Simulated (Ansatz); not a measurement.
Crystal: ZrC.

```
Zr C
1.0
     0.00000    2.36500    2.36500
     2.36500    0.00000    2.36500
     2.36500    2.36500    0.00000
Zr C
1 1
Direct
  0.50000 0.50000 0.50000
  0.00000 0.00000 0.00000
```

* Program: Ansatz 0.2.0
* Task: relaxation of cell and atoms
* Functional: RPBE
* Dispersion: D4
* Potentials or basis: Ansatz PAW
* Cutoff: 420 eV (not typed: the program's choice for these potentials)
* k mesh: 10 × 10 × 10
* Occupations: fermi-dirac, width 0.05 eV
* Spin: no spin polarisation

At the start: volume 13.23 Å³/atom.

Question: How do energy, volume and symmetry change on relaxing?

Answer: It ends after 5 steps and the volume is 12.85 Å³/atom (-2.9 %); space group Fm-3m (No. 225, to 0.05 Å).

The path:
```
step  energy change (eV)  largest force (eV/Å)  volume (Å³)
   1              0.0000                0.0000        26.46
   2             -0.0039                0.0000        25.03
   3             -0.0158                0.0000        25.72
   4             -0.0159                0.0000        25.69
   5             -0.0152                0.0000        25.69
```

Final structure:
```cif
data_structure
_symmetry_space_group_name_H-M 'P 1'
_symmetry_Int_Tables_number 1
_cell_length_a 3.3122
_cell_length_b 3.3122
_cell_length_c 3.3122
_cell_angle_alpha 60.000
_cell_angle_beta 60.000
_cell_angle_gamma 60.000
_cell_volume 25.69
loop_
_atom_site_label
_atom_site_type_symbol
_atom_site_fract_x
_atom_site_fract_y
_atom_site_fract_z
_atom_site_occupancy
Zr1 Zr 0.50000 0.50000 0.50000 1
C1 C 0.00000 0.00000 0.00000 1
```

Caveat: the plane-wave basis is chosen anew once the cell has moved, so the energies of steps on either side of that aren't comparable; pairwise dispersion overbinds metals, which lowers pressure and volume; the PAW data sets come from PBE, with cores solved anew for the run's functional, which leaves a small shift of forces and pressure.
